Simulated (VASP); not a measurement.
# CoSn (P6/mmm) in VASP: a series of runs

One crystal, CoSn, is run at these levels: LDA; tasks: relaxation of cell and atoms.

Everything below comes from runs of VASP 6.6.1. Logs are shortened: lines on timing, memory, paths and dates and some standing lists are left out, and cuts for length are marked.

## 1. Starting point

It takes space group P6/mmm (No. 191, hexagonal). Conventional cell: a = 5.246 Å, b = 5.246 Å, c = 4.188 Å, α = 90.00°, β = 90.00°, γ = 120.00°. Co (site symmetry mmm) is surrounded by 6 Sn at 2.58 to 2.62 Å and 4 Co at 2.62 Å. Around Sn (site symmetry -6m2) lie 6 Co at 2.58 Å. Sn (site symmetry 6/mmm) is surrounded by 6 Co at 2.62 Å.

The cell is a database's computed one.

## 2. Relaxation of cell and atoms, LDA

The input, INCAR:

```
PREC = Accurate
ENCUT = 600
EDIFF = 1E-6
ISMEAR = 1
SIGMA = 0.1
LREAL = False
LASPH = True
NELM = 80
ALGO = Normal
ISIF = 3
LWAVE = False
LCHARG = False
GGA = CA
IBRION = 2
NSW = 90
EDIFFG = -0.01
KPAR = 2
```

The input, KPOINTS:

```
regular mesh
0
Gamma
  9 9 9
```

The input, POSCAR:

```
CoSn
1.0
    5.2460399276      0.0000000000      0.0000000000
   -2.6230199638      4.5432038466      0.0000000000
    0.0000000000      0.0000000000      4.1875903000
Co Sn
3 3
Direct
    0.0000000000      0.5000000000      0.0000000000
    0.5000000000      0.5000000000      0.0000000000
    0.5000000000      0.0000000000      0.0000000000
    0.6666666700      0.3333333300      0.5000000000
    0.3333333300      0.6666666700      0.5000000000
    0.0000000000      0.0000000000      0.0000000000
```

Potentials or basis: VASP PAW LDA potentials, release 64 (Co, Sn_d).

Started as:

```sh
$ cat potpaw_LDA.64/Co/POTCAR potpaw_LDA.64/Sn_d/POTCAR > POTCAR
$ mpirun -np 2 vasp_std > vasp.out
```

OUTCAR:

```text
PREC = Accurate
   ENCUT = 600
   EDIFF = 1E-6
   ISMEAR = 1
   LREAL = False
   LASPH = True
   NELM = 80
   ISIF = 3
   GGA = CA
   IBRION = 2
   NSW = 90
   EDIFFG = -0.01

 ion  position               nearest neighbor table
   1  0.000  0.500  0.000-   4 2.58   5 2.58   4 2.58   5 2.58   2 2.62   2 2.62   6 2.62   6 2.62
                             3 2.62   3 2.62
   2  0.500  0.500  0.000-   4 2.58   5 2.58   4 2.58   5 2.58   1 2.62   1 2.62   6 2.62   3 2.62
                             3 2.62   6 2.62
   3  0.500  0.000  0.000-   4 2.58   5 2.58   4 2.58   5 2.58   6 2.62   6 2.62   1 2.62   2 2.62
                             2 2.62   1 2.62
   4  0.667  0.333  0.500-   1 2.58   1 2.58   3 2.58   3 2.58   2 2.58   2 2.58   5 3.03   5 3.03
                             5 3.03   6 3.68   6 3.68   6 3.68   6 3.68   6 3.68   6 3.68
   5  0.333  0.667  0.500-   1 2.58   1 2.58   3 2.58   3 2.58   2 2.58   2 2.58   4 3.03   4 3.03
                             4 3.03   6 3.68   6 3.68   6 3.68   6 3.68   6 3.68   6 3.68
   6  0.000  0.000  0.000-   3 2.62   3 2.62   1 2.62   1 2.62   2 2.62   2 2.62   5 3.68   4 3.68
                             5 3.68   4 3.68   4 3.68   5 3.68   5 3.68   4 3.68   5 3.68   5 3.68

  LATTYP: Found a hexagonal cell.
 ALAT       =     5.2460399276
 C/A-ratio  =     0.7982383584

  Lattice vectors:

 A1 = (   5.2460399276,   0.0000000000,   0.0000000000)
 A2 = (  -2.6230199638,   4.5432038466,   0.0000000000)
 A3 = (   0.0000000000,   0.0000000000,   4.1875903000)

Analysis of symmetry for initial positions (statically):
=====================================================================
 Subroutine PRICEL returns:
 Original cell was already a primitive cell.

 Routine SETGRP: Setting up the symmetry group for a
 hexagonal supercell.

 Subroutine GETGRP returns: Found 24 space group operations
 (whereof 24 operations were pure point group operations)
 out of a pool of 24 trial point group operations.

The static configuration has the point symmetry D_6h.

Analysis of symmetry for dynamics (positions and initial velocities):
=====================================================================
 Subroutine PRICEL returns:
 Original cell was already a primitive cell.

 Routine SETGRP: Setting up the symmetry group for a
 hexagonal supercell.

 Subroutine GETGRP returns: Found 24 space group operations
 (whereof 24 operations were pure point group operations)
 out of a pool of 24 trial point group operations.

The dynamic configuration has the point symmetry D_6h.

 Subroutine INISYM returns: Found 24 space group operations
 (whereof 24 operations are pure point group operations),
 and found     1 'primitive' translations

----------------------------------------------------------------------------------------

                                     Primitive cell

  volume of cell :      99.8063

  direct lattice vectors                    reciprocal lattice vectors
     5.246039928  0.000000000  0.000000000     0.190619975  0.110054494  0.000000000
    -2.623019964  4.543203847  0.000000000     0.000000000  0.220108988  0.000000000
     0.000000000  0.000000000  4.187590300     0.000000000  0.000000000  0.238800821

  length of vectors
     5.246039928  5.246039928  4.187590300     0.220108988  0.220108988  0.238800821

  position of ions in fractional coordinates (direct lattice)
     0.000000000  0.500000000  0.000000000
     0.500000000  0.500000000  0.000000000
     0.500000000  0.000000000  0.000000000
     0.666666670  0.333333330  0.500000000
     0.333333330  0.666666670  0.500000000
     0.000000000  0.000000000  0.000000000

  ion indices of the primitive-cell ions
   primitive index   ion index
                 1           1
                 2           2
                 3           3
                 4           4
                 5           5
                 6           6

----------------------------------------------------------------------------------------

 KPOINTS: regular mesh

Automatic generation of k-mesh.
 Grid dimensions read from file:
 generate k-points for:    9    9    9

 Generating k-lattice:

  Cartesian coordinates                     Fractional coordinates (reciprocal lattice)
     0.021179997  0.012228277  0.000000000     0.111111111  0.000000000  0.000000000
     0.000000000  0.024456554  0.000000000     0.000000000  0.111111111  0.000000000
     0.000000000  0.000000000  0.026533425     0.000000000  0.000000000  0.111111111

  Length of vectors
     0.024456554  0.024456554  0.026533425

  Shift w.r.t. Gamma in fractional coordinates (k-lattice)
     0.000000000  0.000000000  0.000000000

 Subroutine IBZKPT returns following result:
 ===========================================

 Found     60 irreducible k-points:

 Following reciprocal coordinates:
            Coordinates               Weight
  0.000000  0.000000  0.000000      1.000000
  0.111111 -0.000000  0.000000      6.000000
  0.222222  0.000000  0.000000      6.000000
  0.333333  0.000000  0.000000      6.000000
  0.444444  0.000000  0.000000      6.000000
  0.111111  0.111111  0.000000      6.000000
[... 16 lines left out ...]
  0.333333  0.222222  0.111111     24.000000
  0.333333  0.333333  0.111111      4.000000
 [... further k-points ...]
   k-points           NKPTS =     60   k-points in BZ     NKDIM =     60   number of bands    NBANDS=     41
   number of dos      NEDOS =    301   number of ions     NIONS =      6
   total plane-waves  NPLWV =  63504
   dimension x,y,z NGX =    42 NGY =   42 NGZ =   36
   dimension x,y,z NGXF=    84 NGYF=   84 NGZF=   72
   ions per type =               3   3
   NGX,Y,Z   is equivalent  to a cutoff of  13.31, 13.31, 14.29 a.u.
   NGXF,Y,Z  is equivalent  to a cutoff of  26.62, 26.62, 28.58 a.u.
 SYSTEM =  unknown system
   PREC   = accura    normal or accurate (medium, high low for compatibility)
   ISTART =      0    job   : 0-new  1-cont  2-samecut
   ICHARG =      2    charge: 1-file 2-atom 10-const
   ISPIN  =      1    spin polarized calculation?
   LNONCOLLINEAR =      F non collinear calculations
   LSORBIT =      F    spin-orbit coupling
   LASPH  =      T    aspherical Exc in radial PAW
   ENCUT  =  600.0 eV  44.10 Ry    6.64 a.u.  10.48 10.48  8.36*2*pi/ulx,y,z
   NELM   =     80;   NELMIN=  2; NELMDL= -5     # of ELM steps
   EDIFF  = 0.1E-05   stopping-criterion for ELM
   LREAL  =      F    real-space projection
   EDIFFG = -.1E-01   stopping-criterion for IOM
   NSW    =     90    number of steps for IOM
   IBRION =      2    ionic relax: 0-MD 1-quasi-New 2-CG
   NFREE  =      1    steps in history (QN), initial steepest desc. (CG)
   ISIF   =      3    stress and relaxation
   ISYM   =      2    0-nonsym 1-usesym 2-fastsym
   POTIM  = 0.5000    time-step for ionic-motion
   TEBEG  =    0.0;   TEEND  =   0.0 temperature during run
   PSTRESS=    0.0 pullay stress
   NELECT =      69.0000    total number of electrons
   NUPDOWN=      -1.0000    fix difference up-down
   EMIN   =  10.00;   EMAX   =-10.00  energy-range for DOS
   EFERMI =   0.00;   METHOD = LEGACY
   ISMEAR =     1;   SIGMA  =   0.10  broadening in eV -4-tet -1-fermi 0-gaus
   EFERMI_NEDOS =   21; number of points for ismear=-14 and -15
   IALGO  =     38    algorithm
   IMIX   =      4    mixing-type and parameters
     AMIX     =   0.40;   BMIX     =  1.00
     AMIX_MAG =   1.60;   BMIX_MAG =  1.00
  volume/ion in A,a.u.               =      16.63       112.25
  Fermi-wavevector in a.u.,A,eV,Ry     =   1.447567  2.735504 28.510312  2.095449
  Thomas-Fermi vector in A             =   2.565507
   LORBIT       =      0    0 simple, 1 ext, 2 COOP (PROOUT), +10 PAW based schemes
   GGA     = CA    functional components
   LHFCALC =     F    Hartree Fock is set to
   AEXX    =    0.0000 exact exchange contribution
   IVDW    =     0    specifies the selected vdW correction
   LEPSILON=     F    determine dielectric tensor
   LRPA    =     F    only Hartree local field effects (RPA)
 conjugate gradient relaxation of ions
 non-spin polarized calculation
 Methfessel and Paxton  Order N= 1 SIGMA  =   0.10
  energy-cutoff  :      600.00
  volume of cell :       99.81
 maximum number of plane-waves:      3377
 NGX is ok and might be reduce to    42
   NGX = 21   NGY = 21   NGZ = 17

--------------------------------------- Ionic step        1  -------------------------------------------

 number of electron      69.0000021 magnetization

 Free energy of the ion-electron system (eV)
  ---------------------------------------------------
  ext. energy  EPLUGINS =         0.00000000
  ---------------------------------------------------
  free energy    TOTEN  =       -39.03982971 eV

  energy without entropy =      -39.04228436  energy(sigma->0) =      -39.04064793

 E-fermi :   9.8676     XC(G=0): -12.1384

 val. band max:        9.8648195042   @ k =   0.2222   0.2222   0.3333
 cond. band min:       9.8685623966   @ k =   0.1111  -0.0000   0.4444
 fundamental gap:      0.0037428923
 Fermi energy:         9.8675851582

 k-point     1 :       0.0000    0.0000    0.0000
  band No.  band energies     occupation
      1     -11.5034      2.00000
      2     -11.4106      2.00000
      3     -11.4106      2.00000
      4     -11.3922      2.00000
      5     -11.3922      2.00000
      6     -11.3170      2.00000
[... 1045 lines left out ...]
     40      14.2968      0.00000
     41      14.2968      0.00000

 [... further k-points ...]

------------------------ aborting loop because EDIFF is reached ----------------------------------------

  FORCE on cell =-STRESS in cart. coord.  units (eV):
  Direction    XX          YY          ZZ          XY          YZ          ZX
  --------------------------------------------------------------------------------------
  -------------------------------------------------------------------------------------
  Total       -3.5740350     -3.5740350     -3.9074413      0.0000000      0.0000000      0.0000000
  in kB      -57.3735057    -57.3735057    -62.7256318      0.0000000      0.0000000      0.0000000
  external PRESSURE =     -59.1575477 kB  Pullay stress =       0.0000000 kB
[... 185 lines left out ...]
  energy  without entropy=      -39.1216077225  energy(sigma->0) =      -39.12034855

--------------------------------------- Ionic step        6  -------------------------------------------

 number of electron      69.0000003 magnetization

 Free energy of the ion-electron system (eV)
  ---------------------------------------------------
  ext. energy  EPLUGINS =         0.00000000
  ---------------------------------------------------
  free energy    TOTEN  =       -39.11972788 eV

  energy without entropy =      -39.12163503  energy(sigma->0) =      -39.12036360

 E-fermi :  10.4677     XC(G=0): -12.3610

 val. band max:       10.4645771398   @ k =   0.2222   0.2222   0.3333
 cond. band min:      10.4839590382   @ k =   0.1111  -0.0000   0.3333
 fundamental gap:      0.0193818984
 Fermi energy:        10.4676569362

 k-point     1 :       0.0000    0.0000    0.0000
  band No.  band energies     occupation
      1     -10.9185      2.00000
      2     -10.8446      2.00000
      3     -10.8446      2.00000
      4     -10.8044      2.00000
      5     -10.8044      2.00000
      6     -10.7587      2.00000
[... 1045 lines left out ...]
     40      15.1245      0.00000
     41      15.1245      0.00000

 [... further k-points ...]

------------------------ aborting loop because EDIFF is reached ----------------------------------------

  FORCE on cell =-STRESS in cart. coord.  units (eV):
  Direction    XX          YY          ZZ          XY          YZ          ZX
  --------------------------------------------------------------------------------------
  -------------------------------------------------------------------------------------
  Total        0.0236456      0.0236456     -0.0098638      0.0000000      0.0000000     -0.0000000
  in kB        0.3957423      0.3957423     -0.1650849      0.0000000      0.0000000     -0.0000000
  external PRESSURE =       0.2087999 kB  Pullay stress =       0.0000000 kB
[... 21 lines left out ...]
  FREE ENERGIE OF THE ION-ELECTRON SYSTEM (eV)
  ---------------------------------------------------
  free  energy   TOTEN  =       -39.1197278818 eV

  energy  without entropy=      -39.1216350275  energy(sigma->0) =      -39.12036360

 reached required accuracy - stopping structural energy minimisation
```

Wall time 6.6 min (2 MPI ranks of Intel Xeon Platinum 8488C (Sapphire Rapids), shared host); peak memory 0.37 GiB.

What came out:

| Item | Value |
| --- | --- |
| Free energy | -39.1197 eV |
| Relaxed volume | 15.95 Å³/atom |
| Relaxed cell | a = 5.177 Å, b = 5.177 Å, c = 4.124 Å, α = 90.00°, β = 90.00°, γ = 120.00° |
| Space group after relaxing (to 0.05 Å) | P6/mmm (No. 191) |
| Energy gained by relaxing | 13.3 meV/atom |
| Ionic steps | 6 |
| Pressure after relaxing | 0.0 GPa |
| Band gap on the k mesh | none (metal or under the smearing width) |

The path:
```csv
step,energy change (eV),largest force (eV/Å),pressure (GPa),volume (Å³)
1,0.0000,0.0000,-5.92,99.81
2,0.0351,0.0000,8.60,91.19
3,-0.0798,0.0000,-0.04,95.73
4,-0.0798,0.0000,0.09,95.65
5,-0.0799,0.0000,-0.11,95.76
6,-0.0799,0.0000,0.02,95.73
```

Final structure:
```xyz
6
Lattice="5.1772 0.0000 0.0000 -2.5886 4.4836 0.0000 0.0000 0.0000 4.1241" Properties=species:S:1:pos:R:3 pbc="T T T"
Co   -1.2943    2.2418    4.1241
Co    1.2943    2.2418    4.1241
Co    0.0000    4.4836    4.1241
Sn    2.5886    1.4945    2.0621
Sn    0.0000    2.9890    2.0621
Sn   -2.5886    4.4836    4.1241
```

Spin polarisation is off, so any magnetic state and its effect on volume and gap are missing.

## 3. Relaxation of cell and atoms, LDA

This run uses another cell than the first one, of 15.95 Å³/atom, 0.959 times its volume.

Changes to INCAR since step 2:

```diff
@@ -2,3 +2,3 @@
 ENCUT = 600
-EDIFF = 1E-6
+EDIFF = 1E-7
 ISMEAR = 1
@@ -15,3 +15,3 @@
 NSW = 90
-EDIFFG = -0.01
+EDIFFG = -0.005
 KPAR = 2
```

KPOINTS is that of step 2.

The input, POSCAR:

```
CoSn                                    
1.0
    5.1771713181      0.0000000000      0.0000000000
   -2.5885856590      4.4835618812     -0.0000000000
    0.0000000000      0.0000000000      4.1241263144
  Co              Sn            
     3     3
Direct
     0.0000000000000000    0.5000000000000000    1.0000000000000000
     0.5000000000000000    0.5000000000000000    1.0000000000000000
     0.5000000000000000    1.0000000000000000    1.0000000000000000
     0.6666666699999979    0.3333333300000021    0.5000000000000000
     0.3333333300000021    0.6666666699999979    0.5000000000000000
     0.0000000000000000    1.0000000000000000    1.0000000000000000
```

Potentials or basis: VASP PAW LDA potentials, release 64 (Co, Sn_d).

Started as:

```sh
$ cat potpaw_LDA.64/Co/POTCAR potpaw_LDA.64/Sn_d/POTCAR > POTCAR
$ mpirun -np 2 vasp_std > vasp.out
```

OUTCAR:

```text
PREC = Accurate
   ENCUT = 600
   EDIFF = 1E-7
   ISMEAR = 1
   LREAL = False
   LASPH = True
   NELM = 80
   ISIF = 3
   GGA = CA
   IBRION = 2
   NSW = 90
   EDIFFG = -0.005

 ion  position               nearest neighbor table
   1  0.000  0.500  0.000-   4 2.55   5 2.55   4 2.55   5 2.55   6 2.59   6 2.59   2 2.59   2 2.59
                             3 2.59   3 2.59
   2  0.500  0.500  0.000-   4 2.55   5 2.55   4 2.55   5 2.55   3 2.59   3 2.59   1 2.59   1 2.59
                             6 2.59   6 2.59
   3  0.500  0.000  0.000-   4 2.55   5 2.55   4 2.55   5 2.55   2 2.59   2 2.59   6 2.59   6 2.59
                             1 2.59   1 2.59
   4  0.667  0.333  0.500-   3 2.55   3 2.55   1 2.55   1 2.55   2 2.55   2 2.55   5 2.99   5 2.99
                             5 2.99   6 3.63   6 3.63   6 3.63   6 3.63   6 3.63   6 3.63
[... 1323 lines left out ...]
  in kB        0.3375418      0.3375418      0.4255884      0.0000000     -0.0000000     -0.0000000
  external PRESSURE =       0.3668907 kB  Pullay stress =       0.0000000 kB

 VOLUME and BASIS-vectors are now :
 -----------------------------------------------------------------------------
  energy-cutoff  :      600.00
  volume of cell :       95.69
      direct lattice vectors                 reciprocal lattice vectors
     5.176927572 -0.000000000  0.000000000     0.193164765  0.111523729 -0.000000000
    -2.588463786  4.483350791  0.000000000     0.000000000  0.223047459 -0.000000000
     0.000000000  0.000000000  4.122628808     0.000000000  0.000000000  0.242563676

 POSITION                                       TOTAL-FORCE (eV/Angst)
 -----------------------------------------------------------------------------------
      3.88270      2.24168      0.00000        -0.000000     -0.000000      0.000000
      1.29423      2.24168      0.00000        -0.000000      0.000000      0.000000
      0.00000      4.48335      0.00000        -0.000000      0.000000      0.000000
      2.58846      1.49445      2.06131         0.000000     -0.000000     -0.000000
     -0.00000      2.98890      2.06131        -0.000000      0.000000      0.000000
      2.58846      4.48335      0.00000        -0.000000     -0.000000      0.000000
 -----------------------------------------------------------------------------------
    total drift:                                0.000000      0.000000     -0.000000

  FREE ENERGIE OF THE ION-ELECTRON SYSTEM (eV)
  ---------------------------------------------------
  free  energy   TOTEN  =       -39.1185583331 eV

  energy  without entropy=      -39.1204407945  energy(sigma->0) =      -39.11918582

 reached required accuracy - stopping structural energy minimisation
```

CONTCAR:

```text
CoSn
   1.00000000000000
     5.1769275719306522   -0.0000000000000027    0.0000000000000000
    -2.5884637859153310    4.4833507908252743    0.0000000000000000
     0.0000000000000000    0.0000000000000000    4.1226288078369322
  Co              Sn
     3     3
Direct
     1.0000000000000000    0.5000000000000000    0.0000000000000000
     0.5000000000000000    0.5000000000000000    0.0000000000000000
     0.5000000000000000    1.0000000000000000    0.0000000000000000
     0.6666666699999979    0.3333333300000021    0.5000000000000000
     0.3333333300000021    0.6666666699999979    0.5000000000000000
     1.0000000000000000    1.0000000000000000    0.0000000000000000

  0.00000000E+00  0.00000000E+00  0.00000000E+00
  0.00000000E+00  0.00000000E+00  0.00000000E+00
  0.00000000E+00  0.00000000E+00  0.00000000E+00
  0.00000000E+00  0.00000000E+00  0.00000000E+00
  0.00000000E+00  0.00000000E+00  0.00000000E+00
  0.00000000E+00  0.00000000E+00  0.00000000E+00
```

Run time: 2.8 min. Hardware: 2 MPI ranks of Intel Xeon Platinum 8488C (Sapphire Rapids), shared host; peak memory 0.35 GiB.

Results:

```yaml
Free_energy: -39.1186 eV
Relaxed_volume: 15.95 Å³/atom
Relaxed_cell: a = 5.177 Å, b = 5.177 Å, c = 4.123 Å, α = 90.00°, β = 90.00°, γ = 120.00°
Space_group_after_relaxing_to_0.05_Å: P6/mmm (No. 191)
Energy_gained_by_relaxing: 0.0 meV/atom
Ionic_steps: 2
Pressure_after_relaxing: 0.0 GPa
Band_gap_on_the_k_mesh: none (metal or under the smearing width)
```

Final structure:
```
CELL_PARAMETERS angstrom
5.17693 0.00000 0.00000
-2.58846 4.48335 0.00000
0.00000 0.00000 4.12263
ATOMIC_POSITIONS crystal
Co 0.00000 0.50000 0.00000
Co 0.50000 0.50000 0.00000
Co 0.50000 0.00000 0.00000
Sn 0.66667 0.33333 0.50000
Sn 0.33333 0.66667 0.50000
Sn 0.00000 0.00000 0.00000
```

Levels at points of the mesh, in eV from the Fermi level:
```tsv
k point	band 30	band 31	band 32	band 33	band 34	band 35	band 36	band 37	band 38	band 39
(0.00, 0.00, 0.00)	-0.48	-0.45	-0.45	-0.43	-0.43	0.53	0.73	1.48	1.48	3.15
```

Spin polarisation is off, so any magnetic state and its effect on volume and gap are missing.
